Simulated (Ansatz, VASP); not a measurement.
LiCl in VASP and in Ansatz

```
Li Cl
1.0
     0.00000    2.55604    2.55604
     2.55604    0.00000    2.55604
     2.55604    2.55604    0.00000
Li Cl
1 1
Cartesian
  0.0000 0.0000 0.0000
  2.5560 2.5560 2.5560
```

The cell was built by a generator and needn't be a form met in nature.

Alike in both runs: task single point; functional PBE; k mesh 8 × 8 × 8; occupations fermi-dirac, width 0.02 eV; no spin polarisation.

|  | VASP | Ansatz |
| --- | --- | --- |
| version | VASP 6.6.1 | Ansatz 0.2.0 |
| potentials or method | VASP PAW PBE potentials, release 64 (Li_sv, Cl) | plane waves, PAW |
| plane-wave cutoff (eV) | 520 | 420 |
| valence electrons in the cell | 10 | 10 |

|  | VASP | Ansatz | Ansatz less VASP |
| --- | --- | --- | --- |
| gap on the k mesh at the Fermi level (eV) | 6.40 | 6.39 | -0.013 |

The functional is the same, so the differences come from potentials, cutoffs and numerics.

 A k mesh can miss the band edges. PBE gaps usually lie below the measured ones, often by a third to a half.
